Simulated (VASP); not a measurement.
# Na2S (Fm-3m) in VASP: further runs

One crystal, Na2S, is run at these levels: PBE; tasks: single point, relaxation of cell and atoms.

All numbers are computed with VASP 6.6.1; they aren't measurements. Logs are shortened: lines on timing, memory, paths and dates and some standing lists are left out, and cuts for length are marked.

### Step 1. Starting point

It takes space group Fm-3m (No. 225, cubic). The conventional cell has a = 6.567 Å, b = 6.567 Å, c = 6.567 Å, α = 90.00°, β = 90.00°, γ = 90.00°. Na (site symmetry -43m) has 4 S at 2.84 Å as nearest neighbours. S (site symmetry m-3m) has 8 Na at 2.84 Å as nearest neighbours.

The cell comes from a database or a generator and needn't be the stable form of this composition.

### Step 2. Single point, PBE

INCAR reads:

```
SYSTEM = Na2S
PREC = Accurate
ENCUT = 520
EDIFF = 1E-6
ISMEAR = 0
SIGMA = 0.02
LREAL = .False.
LASPH = .True.
NELM = 100
ALGO = Fast
ISIF = 2
LWAVE = .False.
LCHARG = .False.
GGA = PE
NBANDS = 17
```

KPOINTS reads:

```
Automatic mesh
0
Gamma
  8 8 8
  0 0 0
```

POSCAR reads:

```
Na2S
1.0
    0.0000000000      3.2836251753      3.2836251753
    3.2836251753      0.0000000000      3.2836251753
    3.2836251753      3.2836251753      0.0000000000
Na S
2 1
Direct
    0.2500000000      0.2500000000      0.2500000000
    0.7500000000      0.7500000000      0.7500000000
    0.0000000000      0.0000000000      0.0000000000
```

Potentials or basis: VASP PAW PBE potentials, release 64 (Na_pv, S).

Run with:

```bash
$ cat potpaw_PBE.64/Na_pv/POTCAR potpaw_PBE.64/S/POTCAR > POTCAR
$ mpirun -np 1 vasp_std > vasp.out
```

OUTCAR:

```text
SYSTEM = Na2S
   PREC = Accurate
   ENCUT = 520
   EDIFF = 1E-6
   ISMEAR = 0
   LREAL = .False.
   LASPH = .True.
   NELM = 100
   ISIF = 2
   GGA = PE

 ion  position               nearest neighbor table
   1  0.250  0.250  0.250-
   2  0.750  0.750  0.750-
   3  0.000  0.000  0.000-

  LATTYP: Found a face centered cubic cell.
 ALAT       =     6.5672503506

  Lattice vectors:

 A1 = (   0.0000000000,   3.2836251753,   3.2836251753)
 A2 = (   3.2836251753,   0.0000000000,   3.2836251753)
 A3 = (   3.2836251753,   3.2836251753,   0.0000000000)

Analysis of symmetry for initial positions (statically):
=====================================================================
 Subroutine PRICEL returns:
 Original cell was already a primitive cell.

 Routine SETGRP: Setting up the symmetry group for a
 face centered cubic supercell.

 Subroutine GETGRP returns: Found 48 space group operations
 (whereof 48 operations were pure point group operations)
 out of a pool of 48 trial point group operations.

The static configuration has the point symmetry O_h .

Analysis of symmetry for dynamics (positions and initial velocities):
=====================================================================
 Subroutine PRICEL returns:
 Original cell was already a primitive cell.

 Routine SETGRP: Setting up the symmetry group for a
 face centered cubic supercell.

 Subroutine GETGRP returns: Found 48 space group operations
 (whereof 48 operations were pure point group operations)
 out of a pool of 48 trial point group operations.

The dynamic configuration has the point symmetry O_h .

 Subroutine INISYM returns: Found 48 space group operations
 (whereof 48 operations are pure point group operations),
 and found     1 'primitive' translations

----------------------------------------------------------------------------------------

                                     Primitive cell

  volume of cell :      70.8094

  direct lattice vectors                    reciprocal lattice vectors
     0.000000000  3.283625175  3.283625175    -0.152270729  0.152270729  0.152270729
     3.283625175  0.000000000  3.283625175     0.152270729 -0.152270729  0.152270729
     3.283625175  3.283625175  0.000000000     0.152270729  0.152270729 -0.152270729

  length of vectors
     4.643747257  4.643747257  4.643747257     0.263740640  0.263740640  0.263740640

[... 76 lines left out ...]
   ISPIN  =      1    spin polarized calculation?
   LNONCOLLINEAR =      F non collinear calculations
   LSORBIT =      F    spin-orbit coupling
   LASPH  =      T    aspherical Exc in radial PAW
   ENCUT  =  520.0 eV  38.22 Ry    6.18 a.u.   8.63  8.63  8.63*2*pi/ulx,y,z
   NELM   =    100;   NELMIN=  2; NELMDL= -5     # of ELM steps
   EDIFF  = 0.1E-05   stopping-criterion for ELM
   LREAL  =      F    real-space projection
   EDIFFG = 0.1E-04   stopping-criterion for IOM
   NSW    =      0    number of steps for IOM
   IBRION =     -1    ionic relax: 0-MD 1-quasi-New 2-CG
   NFREE  =      0    steps in history (QN), initial steepest desc. (CG)
   ISIF   =      2    stress and relaxation
   ISYM   =      2    0-nonsym 1-usesym 2-fastsym
   POTIM  = 0.5000    time-step for ionic-motion
   TEBEG  =    0.0;   TEEND  =   0.0 temperature during run
   PSTRESS=    0.0 pullay stress
   NELECT =      20.0000    total number of electrons
   NUPDOWN=      -1.0000    fix difference up-down
   EMIN   =  10.00;   EMAX   =-10.00  energy-range for DOS
   EFERMI =   0.00;   METHOD = LEGACY
   ISMEAR =     0;   SIGMA  =   0.02  broadening in eV -4-tet -1-fermi 0-gaus
   EFERMI_NEDOS =   21; number of points for ismear=-14 and -15
   IALGO  =     68    algorithm
   IMIX   =      4    mixing-type and parameters
     AMIX     =   0.40;   BMIX     =  1.00
     AMIX_MAG =   1.60;   BMIX_MAG =  1.00
  volume/ion in A,a.u.               =      23.60       159.28
  Fermi-wavevector in a.u.,A,eV,Ry     =   1.074124  2.029801 15.697630  1.153743
  Thomas-Fermi vector in A             =   2.209944
   LORBIT       =      0    0 simple, 1 ext, 2 COOP (PROOUT), +10 PAW based schemes
   GGA     = PE    functional components
   LHFCALC =     F    Hartree Fock is set to
   AEXX    =    0.0000 exact exchange contribution
   IVDW    =     0    specifies the selected vdW correction
   LEPSILON=     F    determine dielectric tensor
   LRPA    =     F    only Hartree local field effects (RPA)
 non-spin polarized calculation
 RMM-DIIS sequential band-by-band and
 Gauss-broadening in eV      SIGMA  =   0.02
  energy-cutoff  :      520.00
  volume of cell :       70.81
 maximum number of plane-waves:      1924
   NGX = 17   NGY = 17   NGZ = 17

 number of electron      19.9999995 magnetization

 Free energy of the ion-electron system (eV)
  ---------------------------------------------------
  ext. energy  EPLUGINS =         0.00000000
  ---------------------------------------------------
  free energy    TOTEN  =        -9.97625067 eV

  energy without entropy =       -9.97625067  energy(sigma->0) =       -9.97625067

 E-fermi :   0.2728     XC(G=0):  -7.7776

 val. band max:        0.1383269334   @ k =   0.0000   0.0000   0.0000
 cond. band min:       2.5841184941   @ k =   0.0000   0.0000   0.0000
 fundamental gap:      2.4457915607
 Fermi energy:         0.2727965017

 k-point     1 :       0.0000    0.0000    0.0000
  band No.  band energies     occupation
      1     -22.1298      2.00000
      2     -22.1298      2.00000
      3     -22.1298      2.00000
      4     -22.0783      2.00000
      5     -22.0782      2.00000
      6     -22.0782      2.00000
[... 457 lines left out ...]
      4     -22.1061      2.00000
      5     -22.0796      2.00000
      6     -22.0787      2.00000
[... 9 lines left out ...]
     16      10.7203      0.00000
     17      11.9958      0.00000

 [... further k-points ...]
[... 5 lines left out ...]
  --------------------------------------------------------------------------------------
  -------------------------------------------------------------------------------------
  Total        0.0097901      0.0097901      0.0097901      0.0000000      0.0000000     -0.0000000
  in kB        0.2215180      0.2215180      0.2215180      0.0000000      0.0000000     -0.0000000
  external PRESSURE =       0.2215180 kB  Pullay stress =       0.0000000 kB

 VOLUME and BASIS-vectors are now :
 -----------------------------------------------------------------------------
  energy-cutoff  :      520.00
  volume of cell :       70.81
      direct lattice vectors                 reciprocal lattice vectors
     0.000000000  3.283625175  3.283625175    -0.152270729  0.152270729  0.152270729
     3.283625175  0.000000000  3.283625175     0.152270729 -0.152270729  0.152270729
     3.283625175  3.283625175  0.000000000     0.152270729  0.152270729 -0.152270729

 POSITION                                       TOTAL-FORCE (eV/Angst)
 -----------------------------------------------------------------------------------
      1.64181      1.64181      1.64181        -0.000000     -0.000000     -0.000000
      4.92544      4.92544      4.92544         0.000000      0.000000      0.000000
      0.00000      0.00000      0.00000        -0.000000     -0.000000      0.000000
 -----------------------------------------------------------------------------------
    total drift:                                0.000000      0.000000      0.000000

  FREE ENERGIE OF THE ION-ELECTRON SYSTEM (eV)
  ---------------------------------------------------
  free  energy   TOTEN  =        -9.9762506668 eV

  energy  without entropy=       -9.9762506668  energy(sigma->0) =       -9.97625067
```

It took 27 s on 1 thread of Intel Xeon Platinum 8488C (Sapphire Rapids), shared host; peak memory 0.2 GiB.

What came out:

```yaml
Free_energy: -9.9763 eV
Pressure: 0.0 GPa
Band_gap_on_the_k_mesh: 2.45 eV, direct
```

Levels at points of the mesh, in eV from the valence-band top:
| k point | band 8 | band 9 | band 10 | band 11 | band 12 | band 13 |
| --- | --- | --- | --- | --- | --- | --- |
| (0.00, 0.00, 0.00) | 0.00 | 0.00 | 0.00 | 2.45 | 7.70 | 7.70 |
| (0.50, 0.00, 0.00) | -1.62 | -0.13 | -0.13 | 4.74 | 6.40 | 7.12 |
| (0.50, 0.50, 0.00) | -1.45 | -0.45 | -0.45 | 3.84 | 5.97 | 8.36 |

A k mesh can miss the band edges. As with any semilocal functional, this PBE gap is likely too small.

(Part 1 of 2 ends here.)
